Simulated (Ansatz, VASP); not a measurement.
Be2C: VASP beside Ansatz

```xyz
3
Lattice="0.0000 2.1357 2.1357 2.1357 0.0000 2.1357 2.1357 2.1357 0.0000" Properties=species:S:1:pos:R:3 pbc="T T T"
C     0.0000    0.0000    0.0000
Be    3.2036    3.2036    3.2036
Be    1.0679    1.0679    1.0679
```

Change from the starting cell: volume scaled by 0.96.

Alike in both runs: task single point; functional PBEsol; k mesh 11 × 11 × 11; occupations fermi-dirac, width 0.05 eV; no spin polarisation.

|  | VASP | Ansatz |
| --- | --- | --- |
| version | VASP 6.6.1 | Ansatz 0.2.0 |
| potentials or method | VASP PAW PBE potentials, release 64 (C, Be) | Ansatz PAW |
| plane-wave cutoff (eV) | 520 | 420 |
| valence electrons in the cell | 8 | 8 |

VASP gave:

```
gap on the k mesh at the Fermi level (eV) : 1.17
least direct gap on the mesh (eV)         : 4.16
pressure (GPa)                            : 6.7
```

Problem. Estimate Ansatz's values.

Solution. gap on the k mesh at the Fermi level (eV): 1.19; least direct gap on the mesh (eV): 4.17; pressure (GPa): 5.9.

Caveats: the PAW data sets were made with another functional, which shifts forces and pressure a little (VASP); an odd mesh through Γ misses points on the zone boundary, where band edges often lie (VASP); odd divisions of the mesh miss points on the zone boundary, where band edges often lie, so the gap on the mesh can be too wide (Ansatz); the PAW data sets come from PBE, with cores solved anew for the run's functional, which leaves a small shift of forces and pressure (Ansatz).
